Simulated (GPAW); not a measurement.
# KBr (Fm-3m) in GPAW: a series of runs

One crystal, KBr, is run at these levels: LDA, PBE, vdW-DF; tasks: equation of state, one-shot levels of the hybrid HSE06.

Program: GPAW 26.7.0. These are calculated values, not measurements. Logs are shortened: lines on timing, memory, paths and dates and some standing lists are left out, and cuts for length are marked. The log counts tension as positive stress, the text compression.

### Step 1. The structure

It takes space group Fm-3m (No. 225, cubic). Conventional cell: a = 6.600 Å, b = 6.600 Å, c = 6.600 Å, α = 90.00°, β = 90.00°, γ = 90.00°. Around Br (site symmetry m-3m) lie 6 K at 3.30 Å. K (site symmetry m-3m) has 6 Br at 3.30 Å as nearest neighbours.

### Step 2. Equation of state, LDA

Contents of run.py:

```python
import spglib
from ase import Atoms
from ase.eos import EquationOfState
from ase.io import Trajectory, read
from ase.units import GPa
from gpaw import GPAW, PW

atoms = read('KBr.cif')
cell, positions, numbers = spglib.find_primitive(
    (atoms.cell[:], atoms.get_scaled_positions(), atoms.numbers), symprec=1e-4)
atoms = Atoms(numbers, cell=cell, scaled_positions=positions, pbc=True)

traj = Trajectory('eos.traj', 'w')
volumes, energies = [], []
for x in [0.94, 0.96, 0.98, 1.0, 1.02, 1.04, 1.06]:
    a = atoms.copy()
    a.set_cell(atoms.cell * x**(1 / 3), scale_atoms=True)
    calc = GPAW(mode=PW(800),
                xc='LDA',
                kpts={'size': (6, 6, 6), 'gamma': True},
                occupations={'name': 'fermi-dirac', 'width': 0.05},
                setups='hgh',
                nbands=-8,
                convergence={'density': 1e-05, 'energy': 1e-05},
                maxiter=150,
                txt=f'eos-{x:.2f}.txt')
    a.calc = calc
    energies.append(a.get_potential_energy(force_consistent=True))
    volumes.append(a.get_volume())
    p = -a.get_stress()[:3].mean() / GPa
    calc.write(f'eos-{x:.2f}.gpw')
    traj.write(a)
    print(f'{x:.2f} {volumes[-1]:10.4f} A^3 {energies[-1]:14.6f} eV {p:9.3f} GPa', flush=True)

v0, e0, B = EquationOfState(volumes, energies, eos='birchmurnaghan').fit()
print(f'V0 = {v0:.4f} A^3, E0 = {e0:.6f} eV, B0 = {B / GPa:.2f} GPa')
```

Contents of KBr.cif:

```cif
data_KBr
_cell_length_a 6.60000000
_cell_length_b 6.60000000
_cell_length_c 6.60000000
_cell_angle_alpha 90.00000000
_cell_angle_beta 90.00000000
_cell_angle_gamma 90.00000000
_space_group_name_H-M_alt 'Fm-3m'
_space_group_name_Hall '-F 4 2 3'
_space_group_IT_number 225
loop_
_space_group_symop_operation_xyz
'x,y,z'
'-x,-y,-z'
'-y,x,z'
'y,-x,-z'
'-x,-y,z'
'x,y,-z'
'y,-x,z'
'-y,x,-z'
'x,-y,-z'
'-x,y,z'
'-y,-x,-z'
'y,x,z'
'-x,y,-z'
'x,-y,z'
'y,x,-z'
'-y,-x,z'
'z,x,y'
'-z,-x,-y'
'z,-y,x'
'-z,y,-x'
'z,-x,-y'
'-z,x,y'
'z,y,-x'
'-z,-y,x'
'-z,x,-y'
'z,-x,y'
'-z,-y,-x'
'z,y,x'
'-z,-x,y'
'z,x,-y'
'-z,y,x'
'z,-y,-x'
'y,z,x'
'-y,-z,-x'
'x,z,-y'
'-x,-z,y'
'-y,z,-x'
'y,-z,x'
'-x,z,y'
'x,-z,-y'
'-y,-z,x'
'y,z,-x'
'-x,-z,-y'
'x,z,y'
'y,-z,-x'
'-y,z,x'
'x,-z,y'
'-x,z,-y'
'x,y+1/2,z+1/2'
'-x,-y+1/2,-z+1/2'
'-y,x+1/2,z+1/2'
'y,-x+1/2,-z+1/2'
[... 63 lines left out ...]
'-z+1/2,y,-x+1/2'
'z+1/2,-x,-y+1/2'
'-z+1/2,x,y+1/2'
'z+1/2,y,-x+1/2'
'-z+1/2,-y,x+1/2'
'-z+1/2,x,-y+1/2'
'z+1/2,-x,y+1/2'
'-z+1/2,-y,-x+1/2'
'z+1/2,y,x+1/2'
'-z+1/2,-x,y+1/2'
'z+1/2,x,-y+1/2'
'-z+1/2,y,x+1/2'
'z+1/2,-y,-x+1/2'
'y+1/2,z,x+1/2'
'-y+1/2,-z,-x+1/2'
'x+1/2,z,-y+1/2'
'-x+1/2,-z,y+1/2'
'-y+1/2,z,-x+1/2'
'y+1/2,-z,x+1/2'
'-x+1/2,z,y+1/2'
'x+1/2,-z,-y+1/2'
'-y+1/2,-z,x+1/2'
'y+1/2,z,-x+1/2'
'-x+1/2,-z,-y+1/2'
'x+1/2,z,y+1/2'
'y+1/2,-z,-x+1/2'
'-y+1/2,z,x+1/2'
'x+1/2,-z,y+1/2'
'-x+1/2,z,-y+1/2'
'x+1/2,y+1/2,z'
'-x+1/2,-y+1/2,-z'
'-y+1/2,x+1/2,z'
'y+1/2,-x+1/2,-z'
'-x+1/2,-y+1/2,z'
'x+1/2,y+1/2,-z'
'y+1/2,-x+1/2,z'
'-y+1/2,x+1/2,-z'
'x+1/2,-y+1/2,-z'
'-x+1/2,y+1/2,z'
'-y+1/2,-x+1/2,-z'
'y+1/2,x+1/2,z'
'-x+1/2,y+1/2,-z'
'x+1/2,-y+1/2,z'
'y+1/2,x+1/2,-z'
'-y+1/2,-x+1/2,z'
'z+1/2,x+1/2,y'
'-z+1/2,-x+1/2,-y'
'z+1/2,-y+1/2,x'
'-z+1/2,y+1/2,-x'
'z+1/2,-x+1/2,-y'
'-z+1/2,x+1/2,y'
'z+1/2,y+1/2,-x'
'-z+1/2,-y+1/2,x'
'-z+1/2,x+1/2,-y'
'z+1/2,-x+1/2,y'
'-z+1/2,-y+1/2,-x'
'z+1/2,y+1/2,x'
'-z+1/2,-x+1/2,y'
'z+1/2,x+1/2,-y'
'-z+1/2,y+1/2,x'
'z+1/2,-y+1/2,-x'
'y+1/2,z+1/2,x'
'-y+1/2,-z+1/2,-x'
'x+1/2,z+1/2,-y'
'-x+1/2,-z+1/2,y'
'-y+1/2,z+1/2,-x'
'y+1/2,-z+1/2,x'
'-x+1/2,z+1/2,y'
'x+1/2,-z+1/2,-y'
'-y+1/2,-z+1/2,x'
'y+1/2,z+1/2,-x'
'-x+1/2,-z+1/2,-y'
'x+1/2,z+1/2,y'
'y+1/2,-z+1/2,-x'
'-y+1/2,z+1/2,x'
'x+1/2,-z+1/2,y'
'-x+1/2,z+1/2,-y'
loop_
_atom_site_label
_atom_site_type_symbol
_atom_site_symmetry_multiplicity
_atom_site_Wyckoff_symbol
_atom_site_fract_x
_atom_site_fract_y
_atom_site_fract_z
_atom_site_occupancy
Br1 Br 4 b 0.5000000000 0.0000000000 0.0000000000 1
K1 K 4 a 0.0000000000 0.0000000000 0.0000000000 1
```

Potentials or basis: HGH pseudopotentials, pw.

Command:

```sh
OMP_NUM_THREADS=1 python run.py
```

Output:

```text
__  _  _
 | _ |_)|_||  |
 |__||  | ||/\| - 26.7.0

Input parameters:
  mode=PW(ecut=800.0),
  convergence={'density': 1e-05, 'energy': 1e-05},
  kpts=MonkhorstPack(size=(6, 6, 6), gamma=True),
  maxiter=150,
  nbands=-8,
  occupations=Occupations(name='fermi-dirac', width=0.05),
  setups={'default': 'hgh'},
  xc=XC(name='LDA')

Diagonalizing LCAO Hamiltonian
Converting LCAO to pw mode

                 Br

       K

Atoms  # Å, Bohr magnetons
|   | symbol |        x |        y |        z |    initial magnetic moments |
|---|--------|----------|----------|----------|-----------------------------|
| 0 |     Br | 3.232634 | 3.232634 | 3.232634 | ( 0.0000,  0.0000,  0.0000) |
| 1 |      K | 0.000000 | 0.000000 | 0.000000 | ( 0.0000,  0.0000,  0.0000) |

Unit cell  # Å
| periodic |        x |        y |        z |  lengths |    angles |
|----------|----------|----------|----------|----------|-----------|
|      yes | 0.000000 | 3.232634 | 3.232634 | 4.571635 | 60.000000 |
|      yes | 3.232634 | 0.000000 | 3.232634 | 4.571635 | 60.000000 |
|      yes | 3.232634 | 3.232634 | 0.000000 | 4.571635 | 60.000000 |

Number of symmetries: 48
[... 51 lines left out ...]

BZ-sampling:
  Number of BZ points: 216
  Number of IBZ points: 16

  Monkhorst-Pack size: [6, 6, 6]
  Monkhorst-Pack shift: [0.08333333333333333, 0.08333333333333333, 0.08333333333333333]

K-points  # in reciprocal-cell coordinates
|     |                                coordinates |     weight |
|-----|--------------------------------------------|------------|
|   0 | (  0.00000000,   0.00000000,   0.00000000) | 0.00462963 |
|   1 | (  0.16666667,   0.16666667,   0.00000000) | 0.02777778 |
|   2 | (  0.16666667,   0.16666667,   0.16666667) | 0.03703704 |
|   3 | (  0.33333333,   0.16666667,   0.16666667) | 0.05555556 |
|   4 | (  0.33333333,   0.33333333,  -0.33333333) | 0.05555556 |
|   5 | (  0.33333333,   0.33333333,   0.00000000) | 0.02777778 |
|   6 | (  0.33333333,   0.33333333,   0.16666667) | 0.11111111 |
|   7 | (  0.33333333,   0.33333333,   0.33333333) | 0.03703704 |
|   8 | (  0.50000000,   0.33333333,  -0.33333333) | 0.11111111 |
|   9 | (  0.50000000,   0.33333333,  -0.16666667) | 0.05555556 |
| ... |                                            |            |
|  15 | (  0.50000000,   0.50000000,   0.50000000) | 0.01851852 |

Plane wave coefficients: 3494
Cutoff: 800.0 eV

Spin-components: 1 (collinear spins)
Bands:           12
Projectors:      12
Spin-degeneracy: 2
Datatype:        complex128

Parallelization:
  kpt:    1
  domain: 1
  band:   1

Density:
  Valence electrons: 8.0
  Components: 1
  Grid points: [30 30 30]
  Charge: 0.0  # |e|

Potential:
  Grid points: [30 30 30]

species:
  HGH setup for Br
      Valence Z=7, rloc=0.50000
      Local part coeffs: zeros
      Projectors:
          l=0, rc=0.42821
          l=1, rc=0.45532
          l=2, rc=0.55785
      Diagonal coefficients of nonlocal parts:
          l=0:  5.39884,  1.82029, -1.32397
          l=1:  3.10882, -0.63220
          l=2:  0.55590

    LCAO basis set for Br:
      Name: atompaw.sz
      This basis set was not loaded from a file
      Number of radial functions: 2
      Number of spherical harmonics: 4
        l=0, rc=8.9500 Bohr: 1s e=-0.746 f=2.000
        l=1, rc=8.9500 Bohr: 1p e=-0.294 f=5.000
      Number of RI-basis functions 0

  HGH setup for K
      Valence Z=1, rloc=0.95000
      Local part coeffs: zeros
      Projectors:
          l=0, rc=0.95536
          l=1, rc=1.08641
          l=2, rc=0.72061
      Diagonal coefficients of nonlocal parts:
          l=0:  0.91461,  0.28755, -0.30022
          l=1:  0.31546,  0.06819
          l=2: -1.52951

    LCAO basis set for K:
      Name: atompaw.sz
      This basis set was not loaded from a file
      Number of radial functions: 1
      Number of spherical harmonics: 1
        l=0, rc=8.9500 Bohr: 1s e=-0.072 f=1.000
      Number of RI-basis functions 0

Reference energy: 0.000000  # eV

eigensolver:
  PPCG
  Converge bands: occupied
  niter=2

density mixing:
  MSR1-Mixer
  Pratt-step length: 0.05
  Maximum mixing coefficient: 0.75
  Old densities: 10
  SVD Regularization: 0.005
  Good broyden scale: 1.0
  Trust region scale: 1.0
  Backstep threshold: 4.0
  History deletion threshold: 6.0
  Fourier metric: weight=20.0, sigma=0.015

occupation numbers:
  Fermi-Dirac:
    width: 0.0500  # eV

poisson solver:
  ecut: 6400.0  # eV

xc functional:
  name: None

convergence criteria:
- Maximum integral of absolute [dens]ity change: 1e-05 electrons / valence electron
- Maximum [total energy] change in last 3 cyles: 1e-05 eV / valence electron
- Maximum integral of absolute [eigenst]ate change: 4e-08 eV^2 / valence electron
maximum number of iterations: 150

SCF iterations
|iter     | |      energy | eigst |  dens |
|---------|-|-------------|-------|-------|
|iter:   1| | -376.045510 | -0.23 |       |
|iter:   2| | -376.030868 | -2.24 | -1.03 |
|iter:   3| | -375.951298 | -1.89 | -1.06 |
|iter:   4| | -375.945832 | -3.12 | -1.49 |
|iter:   5| | -375.947594 | -4.10 | -1.81 |
|iter:   6| | -375.947608 | -5.88 | -2.96 |
|iter:   7| | -375.947611c| -7.42c| -3.37 |
|iter:   8| | -375.947611c| -8.25c| -5.09c|

Converged in 8 steps
Energy contributions relative to reference atoms: (reference = 0.000000)

Energy contributions:
  Kinetic:         170.027986
  Coulomb:        -470.567960
  Zero:              0.000000
  External:          0.000000
  Xc:              -75.407637
  Entropy:           0.000000
  Spinorbit:         0.000000
  ----------------------------
  Free energy:    -375.947611
  Extrapolated:   -375.947611

dipole moment: (-3.232634, -3.232634, -3.232634)  # |e|*Ang

Fermi level: -0.310
Eigenvalues  # (at kpt = [0.000, 0.000, 0.000])
| band index |      eig [eV] | occ [0-2] |
|------------|---------------|-----------|
|          0 |       -14.587 |     2.000 |
|          1 |        -2.099 |     2.000 |
|          2 |        -2.099 |     2.000 |
|          3 |        -2.099 |     2.000 |
|          4 |         1.997 |     0.000 |
|          5 |         5.133 |     0.000 |
|          6 |         5.133 |     0.000 |
|          7 |         5.133 |     0.000 |
|          8 |         5.705 |     0.000 |
|          9 |         5.705 |     0.000 |
|         10 |         9.673 |     0.000 |
|         11 |        13.211 |     0.000 |

Gap: 4.096 eV
Transition (v -> c):
  (s=0, k=0, n=3, [0.00, 0.00, 0.00]) -> (s=0, k=0, n=4, [0.00, 0.00, 0.00])
No difference between direct/indirect transitions

Stress tensor  # eV/Ang^3
|        x |         y |         z |
|----------|-----------|-----------|
| 0.016667 |  0.000000 |  0.000000 |
| 0.000000 |  0.016667 | -0.000000 |
| 0.000000 | -0.000000 |  0.016667 |

# Writing to eos-0.94.gpw (mode='')
```

It took 62 s on 1 thread of Arm Neoverse V2, shared host; peak memory 0.23 GiB.

What came out:

| Item | Value |
| --- | --- |
| Equilibrium volume | outside the volumes run |

Energy against volume, from the lowest point:
```tsv
volume (Å³/atom)	energy (meV/atom)
33.781	0.00
34.500	11.33
35.218	23.04
35.937	35.01
36.656	47.29
37.374	59.74
38.093	72.36
```

Caveat: HGH potentials are hard and often keep d shells in the core, so these values are rough.

(Continued in part 2 of 2.)
